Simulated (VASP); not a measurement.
# ZnO: an input that fails (relaxed cell and band gap)

ZnO, P6_3mc (no. 186), 4 atoms in the cell.

INCAR:
```
SYSTEM = ZnO
ALGO     = Normal         ! electronic algorithm
EDIFF    = 1E-7           ! SCF threshold, eV
EDIFFG   = -0.005         ! ionic threshold
ENCUT    = 600            ! plane-wave cutoff, eV
GGA      = PBESOL         ! functional
GGA_COMPAT= .False.      
IBRION   = 2              ! ionic algorithm
ISIF     = 3              ! what is computed and relaxed
ISMEAR   = 0              ! smearing method
KPAR     = 2            
LASPH    = .True.         ! aspherical terms in the spheres
LCHARG   = .False.        ! write CHGCAR
LREAL    = .False.        ! projectors in reciprocal space
LWAVE    = .False.        ! write WAVECAR
NELM     = 80             ! most SCF steps
NSW      = 20             ! ionic steps
PREC     = Accurate       ! precision mode
SIGMA    = 0.02           ! smearing width, eV
```

KPOINTS:
```
k-points
0
Gamma
  7 7 4
```

POSCAR:
```
ZnO
1.0
    3.2493080000      0.0000000000      0.0000000000
   -1.6246540000      2.8139832727      0.0000000000
    0.0000000000      0.0000000000      5.2057090000
Zn O
2 2
Direct
    0.6666666667      0.3333333333      0.0000000000
    0.3333333333      0.6666666667      0.5000000000
    0.3333333333      0.6666666667      0.8790100000
    0.6666666667      0.3333333333      0.3790100000
```

Commands:
```
cat potpaw_PBE.64/Zn/POTCAR potpaw_PBE.64/O/POTCAR > POTCAR
mpirun -np 2 vasp_std > vasp.out
```

VASP stops with:
```
Error: One of the selected functionals does not exist. ---->  I REFUSE TO CONTINUE WITH THIS SICK JOB ... BYE!!! <----
```

Cause: full name in place of the two-letter word.
